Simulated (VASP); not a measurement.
Ge, 2 atoms in the cell. It takes space group Fd-3m (No. 227, cubic). The conventional cell has a = 5.658 Å, b = 5.658 Å, c = 5.658 Å, α = 90.00°, β = 90.00°, γ = 90.00°. Around Ge (site symmetry -43m) lie 4 Ge at 2.45 Å. 

```yaml
Program: VASP 6.6.1
Task: relaxation of cell and atoms
Functional: HF
Potentials_or_basis: VASP PAW PBE potentials, release 64 (Ge_d)
Cutoff: 600 eV
k_mesh: 4 × 4 × 4
Occupations: fermi-dirac, width 0.05 eV
Spin: no spin polarisation
Grid_for_exact_exchange_PRECFOCK: Normal
Exchange_at_q_=_0: truncated
Further_INCAR_settings: ALGO = Normal; EDIFF = 1e-07; IBRION = 2; EDIFFG = -0.01; NSW = 60; ISIF = 3
```

Potentials or basis: VASP PAW PBE potentials, release 64 (Ge_d).

Run with:

```bash
$ cat potpaw_PBE.64/Ge_d/POTCAR > POTCAR
$ cp INCAR.step1 INCAR
$ mpirun -np 1 vasp_std > vasp.out
$ cp INCAR.step2 INCAR
$ mpirun -np 1 vasp_std > vasp.out
```

Hardware: 1 thread of Intel(R) Xeon(R) 6975P-C (Granite Rapids), with other jobs on the host.

Estimate the wall time of this run.

It took 23 min on 1 thread of Intel(R) Xeon(R) 6975P-C (Granite Rapids) (shared host), peak memory 0.2 GiB. Counts: scf iterations 51, k points 8, ion steps 3.
